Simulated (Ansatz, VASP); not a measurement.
MoS2 in VASP and in Ansatz

```
Mo S
1.0
     3.14148    0.00000    0.00000
    -1.57074    2.72060    0.00000
     0.00000    0.00000   12.59146
Mo S
2 4
Cartesian
  1.5707 0.9069 3.1479
  0.0000 1.8137 9.4436
  1.5707 0.9069 7.8845
  0.0000 1.8137 4.7069
  1.5707 0.9069 11.0027
  0.0000 1.8137 1.5888
```

Alike in both runs: functional PBEsol; k mesh 12 × 12 × 2; occupations gaussian, width 0.02 eV; no spin polarisation.

Ansatz relaxed the structure, and its values are those at the end. VASP's run is a single point on that final structure, the one shown.

```csv
,VASP,Ansatz
version,VASP 6.6.1,Ansatz 0.2.0
potentials or method,"VASP PAW PBE potentials, release 64 (Mo_sv, S)","scalar-relativistic, plane waves, PAW"
plane-wave cutoff (eV),520,420
valence electrons in the cell,52,52
```

VASP gave:

| Item | Value |
| --- | --- |
| gap on the k mesh at the Fermi level (eV) | 1.00 |
| least direct gap on the mesh (eV) | 1.75 |
| pressure (GPa) | 0.0 |

Q: Estimate Ansatz's values.

A: gap on the k mesh at the Fermi level (eV): 0.99; least direct gap on the mesh (eV): 1.74; pressure (GPa): 0.0.

The functional is the same, so the differences come from potentials, cutoffs and numerics. Ansatz warned: «pseudo_functional_mismatch».

Caveats: the PAW data sets were made with another functional, which shifts forces and pressure a little (VASP); this functional lacks dispersion, which binds the layers, so the pressure and a relaxed spacing across them are unreliable. A k mesh can miss the band edges.
